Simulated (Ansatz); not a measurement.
# How far is PAW off for EuS?

```
Eu S
1.0
     0.00000    2.90460    2.90460
     2.90460    0.00000    2.90460
     2.90460    2.90460    0.00000
Eu S
1 1
Cartesian
  0.0000 0.0000 0.0000
  2.9046 2.9046 2.9046
```

Atoms are numbered in the order listed.

The structure comes from a relaxation in the same program, started in the rocksalt type. Whether it is a known phase or the ground state wasn't checked. The listed cell was then made from it by scaling, straining or moving an atom.

Semilocal functionals without a Hubbard term describe localised f shells poorly; where the shell is localised, the real material differs.

Other magnetic orders may lie lower; this is the state that the run reached.

No spin–orbit coupling, which matters for the heavy atoms here.

Levels of theory: DFT, PBE, PAW with Ansatz's default frozen-core files, scalar-relativistic (Ansatz 0.2.0); DFT, PBE, all-electron LAPW, scalar-relativistic (Ansatz 0.2.0).

For PAW: a Γ-centred 10×10×10 k mesh, Fermi–Dirac smearing of 0.08 eV, cutoff 420 eV, spin-polarised from start moments Eu1 7 μB. LAPW targets a basis error of 0.25 meV/atom. The Ansatz runs share mesh, smearing and spin set-up. Plane-wave (PAW) pressures include the program's estimate of the Pulay term.

Stress and pressure are positive in compression.

The change that made this cell: volume scaled by 0.98.

```json
{"method": "PAW", "moment of the cell (μB)": "6.94", "site moments (μB)": "Eu1 6.70, S2 -0.06", "symmetry operations kept": "48", "pressure (GPa)": "1.09"}
{"method": "LAPW", "moment of the cell (μB)": "6.94", "site moments (μB)": "Eu1 6.86, S2 -0.06", "symmetry operations kept": "48", "pressure (GPa)": "1.21"}
```

Task: Can the differences be read as the error of the PAW files?

Result: Yes, as far as these numbers show: moments and symmetry agree, so the runs reached one state, and PAW's pressure is off by -0.12 GPa.
